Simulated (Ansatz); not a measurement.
# LiF (Pm-3m) in Ansatz: notebook

Runs on LiF. Level: LDA. Tasks: single point, relaxation of cell and atoms.

Program: Ansatz 0.2.0. These are calculated values, not measurements. Logs are shortened: lines on timing, memory, paths and dates and some standing lists are left out, and cuts for length are marked.

### Step 1. The structure

Symmetry: Pm-3m, No. 221, cubic system. Conventional cell: a = 2.560 Å, b = 2.560 Å, c = 2.560 Å, α = 90.00°, β = 90.00°, γ = 90.00°. F (site symmetry m-3m) has 8 Li at 2.22 Å as nearest neighbours. Li (site symmetry m-3m) has 8 F at 2.22 Å as nearest neighbours.

Measurements of this composition are mostly on another form, of space group No. 225.

### Step 2. Single point, LDA

Input file input.yaml:

```yaml
crystal:
  lattice:
    - [2.559533, 0.0, 0.0]
    - [0.0, 2.559533, 0.0]
    - [0.0, 0.0, 2.559533]
  atoms:
    - { symbol: F, position: [0.5, 0.5, 0.5] }
    - { symbol: Li, position: [0.0, 0.0, 0.0] }
kpoints:
  mp_grid: { grid: [10, 10, 10] }
scf:
  occupations: { method: gaussian, width: 0.05 }
hamiltonian:
  xc: lda
  pseudopotentials: { kind: all_electron, lapw: { basis_error: 0.001 } }
output:
  forces: true
  stress: true
  eigenvalues: true
```

Potentials or basis: all-electron LAPW, scalar-relativistic.

Started as:

```
$ ansatz run input.yaml --threads 1 --pin off --max-ram 3072MiB --backend cpu --events-out ev --progress --plain --runs-dir out
```

Standard output:

```text
Warning: RAYON_NUM_THREADS=1 ignored (pool sized by the plan → 1); use --threads N
LAPW: plane waves up to 7.953 Å⁻¹, error target 1.0e-3 eV per atom; small_component_spin mean_spin; Li in spheres of 0.957 Å, 3 of its electrons in bands, Dirac shells []; F in spheres of 1.260 Å, 7 of its electrons in bands, Dirac shells [] (how accurate: hamiltonian.pseudopotentials.lapw.basis_error, Limitations)
Engine: ansatz 0.2.0, aarch64-unknown-linux-gnu
Pseudopotentials: kind: all_electron
Pseudopotential: F, LAPW, valence charge 7, lapw/all_electron/scalar/gaussian/F, Koelling and Harmon's equation, gaussian nucleus
Pseudopotential: Li, LAPW, valence charge 3, lapw/all_electron/scalar/gaussian/Li, Koelling and Harmon's equation, gaussian nucleus
Functional definition: SPW92
  exchange = slater_x
  correlation = pw_c
Crystal: 2 atoms, lattice volume = 16.768 Å³
Basis set: ecut = 240.96725674159146 eV, 147 PW (Γ), exchange–correlation at level 2
Bands: 9, of which v1, the nominal top of the filled ones, is band 5 counted from 1 (4 counted from 0)
Symmetry: 48 space group operations
Space group: Pm-3m (ITA 221), of the structure as read, at distance tolerance 2.6e-5 Å
k-points: 56 of 1000
Non-local potential: F, projectors of the file, none
Non-local potential: Li, projectors of the file, none
Initial density: superposition of atomic densities (chi_scale 0.1, normalization cell, long waves kept (reshape's long-wave potential 0.00 eV rms))
Initial wavefunctions: plane waves of lowest kinetic energy (no species holds an atomic orbital)
Functional: x = slater, c = lda
iter 1 solved again at ethr=2.52e-3 eV; its pass at ethr=1.00e-1 eV (dr2=2.52e-1 eV) is discarded
SCF iter   1: F=—  HF=-2909.037637 eV  |F-HF|=—  |Δ(HF+E_count)|=         —  Δρ=3.71e-2  dr2=2.52e-1  ethr=2.52e-3  ⟨swp⟩=2.2  Hψ=3668  notcnv=0
preconditioner: auto → none  [insulator: Δε(μ)=8.979 eV  Ē_g=22.899 eV  σ=0.050 eV  W_gap=1.00  n_scr=6 (ndim 8)  ℏωp=25.6 eV  f_vac=0.000  D(μ)=0.00/eV (n_scr^D=0)  ε∞_Penn≈2.3]
iter 2 solved again at ethr=3.26e-5 eV; its pass at ethr=2.52e-3 eV (dr2=3.26e-3 eV) is discarded
SCF iter   2: F=—  HF=-2908.630928 eV  |F-HF|=—  |Δ(HF+E_count)|=   4.07e-1  Δρ=4.41e-3  dr2=3.27e-3  ethr=3.26e-5  ⟨swp⟩=2.1  Hψ=2756  notcnv=0
SCF iter   3: F=—  HF=-2908.548381 eV  |F-HF|=—  |Δ(HF+E_count)|=   8.25e-2  Δρ=7.71e-3  dr2=1.12e-2  ethr=3.26e-5  ⟨swp⟩=2.9  Hψ=1607  notcnv=0
SCF iter   4: F=—  HF=-2908.542044 eV  |F-HF|=—  |Δ(HF+E_count)|=   6.34e-3  Δρ=4.51e-4  dr2=3.21e-5  ethr=3.26e-5  ⟨swp⟩=2.0  Hψ=1512  notcnv=0
SCF iter   5: F=—  HF=-2908.542044 eV  |F-HF|=—  |Δ(HF+E_count)|=   6.24e-7  Δρ=1.53e-4  dr2=4.10e-6  ethr=3.21e-7  ⟨swp⟩=2.0  Hψ=1290  notcnv=0
SCF iter   6: F=-2908.542042 eV  HF=-2908.542042 eV  |F-HF|=7.37e-10  |Δ(HF+E_count)|=   1.12e-6  Δρ=6.98e-6  dr2=6.79e-9  ethr=4.10e-8  ⟨swp⟩=2.0  Hψ=1288  notcnv=0
SCF 1 converged in 6 iterations: F = -2908.542042 eV  dr2 = 6.79e-9
SCF converged after 6 iterations
Free energy (F): -2908.542042 eV
Harris-Foulkes:  -2908.542042 eV  (|F-HF|=7.37e-10)
Internal energy: -2908.542042 eV  (E = F + TS)
E sigma→0 (E₀):  -2908.542042 eV
Fermi energy:    5.164098 eV
--- Per-component energies (eV) ---
  E_band       = -118.200906
  E_kinetic    = 2896.412268
  E_xc         = -316.793206
  E_electrostatic = -5488.161105  (all electrons and nuclei)
  E_smearing   = -0.000000  (= −TS)
  E_closure    = 0.000000  (closes the sum)
  E_atoms      = -2898.672788  (free atoms, spherical and without spin; not in F)
  Σ components = -2908.542042   (vs F -2908.542042, Δ=0.00e0)
  Basis errors (estimates in eV, not in F): energy 1.7e-4 per atom: plane waves 1.6e-4 (8.2e-5 summed), levels above the bands 0.0e0, relativity 1.9e-9, radial functions 3.7e-6, core shells 4.9e-10; eigenvalues (radial functions only) 4.5e-5; not estimated: angular momenta, meshes, grids; target (lapw.basis_error) 1.0e-3; muffin-tin radii Li 0.957 Å, F 1.260 Å
--- Forces (eV/Å), atoms counted from 1 ---
  atom   1  F      0.00000000     0.00000000     0.00000000
  atom   2  Li     0.00000000    -0.00000000    -0.00000000
  max |Σ_I F_I| component: 6.34e-31 eV/Å
--- Stress (GPa, compression-positive) ---
       -7.627880       0.000000      -0.000000
        0.000000      -7.627880       0.000000
       -0.000000       0.000000      -7.627880
  P = ⅓ Tr σ = -7.6279 GPa (-76.279 kbar)
--- Band table (eV; the first three rows and the last of 56) ---
  k-point 0: bands = ["-40.1088", "-18.9055", "0.8349", "0.8349", "0.8349", "8.8086", "19.9644", "19.9644", "22.0305"]
  k-point 1: bands = ["-40.1037", "-18.8631", "0.4731", "0.8719", "0.8719", "9.0488", "18.5406", "20.1928", "21.9893"]
  k-point 2: bands = ["-40.0903", "-18.7494", "-0.3780", "0.9701", "0.9701", "9.5607", "16.9757", "20.8775", "21.8659"]
  k-point 55: bands = ["-39.9711", "-17.4270", "-0.7705", "-0.7705", "-0.7705", "12.2441", "12.2441", "12.2441", "25.2348"]
```

Run time: 2.7 s. Hardware: 1 thread of Arm Neoverse V2, shared host; peak memory 0.22 GiB.

What came out:

```yaml
Free_energy: -2908.5420 eV
Pressure: -7.6 GPa
Band_gap_on_the_k_mesh: 7.29 eV, indirect (least direct gap 7.97 eV)
```

### Step 3. Relaxation of cell and atoms, LDA

Changes to input.yaml since step 2:

```diff
@@ -11,3 +11,3 @@
 scf:
-  occupations: { method: gaussian, width: 0.05 }
+  occupations: { method: gaussian, width: 0.1 }
 hamiltonian:
@@ -18,2 +18,5 @@
   stress: true
-  eigenvalues: true
+relax:
+  f_tol: 0.02
+  max_steps: 60
+  cell: {}
```

Potentials or basis: all-electron LAPW, scalar-relativistic.

Started as:

```
$ ansatz run input.yaml --threads 1 --pin off --max-ram 3072MiB --backend cpu --events-out ev --progress --plain --runs-dir out
```

It took 8.6 s on 1 thread of Arm Neoverse V2, shared host; peak memory 0.24 GiB.

Results (log left out):

```
Free energy                            : -2908.5883 eV
Relaxed volume                         : 7.50 Å³/atom
Relaxed cell                           : a = 2.466 Å, b = 2.466 Å, c = 2.466 Å, α = 90.00°, β = 90.00°, γ = 90.00°
Space group after relaxing (to 0.05 Å) : Pm-3m (No. 221)
Energy gained by relaxing              : 23.2 meV/atom
Ionic steps                            : 5
Pressure after relaxing                : 0.0 GPa
Band gap on the k mesh                 : 8.27 eV
```

Step by step:
```tsv
step	energy change (eV)	largest force (eV/Å)	volume (Å³)
1	0.0000	0.0000	16.77
2	-0.0281	0.0000	16.07
3	-0.0455	0.0000	14.78
4	-0.0464	0.0000	15.00
5	-0.0464	0.0000	15.00
```

Final structure:
```cif
data_structure
_symmetry_space_group_name_H-M 'P 1'
_symmetry_Int_Tables_number 1
_cell_length_a 2.4663
_cell_length_b 2.4663
_cell_length_c 2.4663
_cell_angle_alpha 90.000
_cell_angle_beta 90.000
_cell_angle_gamma 90.000
_cell_volume 15.00
loop_
_atom_site_label
_atom_site_type_symbol
_atom_site_fract_x
_atom_site_fract_y
_atom_site_fract_z
_atom_site_occupancy
F1 F 0.50000 0.50000 0.50000 1
Li1 Li 0.00000 0.00000 0.00000 1
```

A k mesh can miss the band edges. Expect the measured gap to be larger: semilocal functionals such as LDA lack the derivative discontinuity.
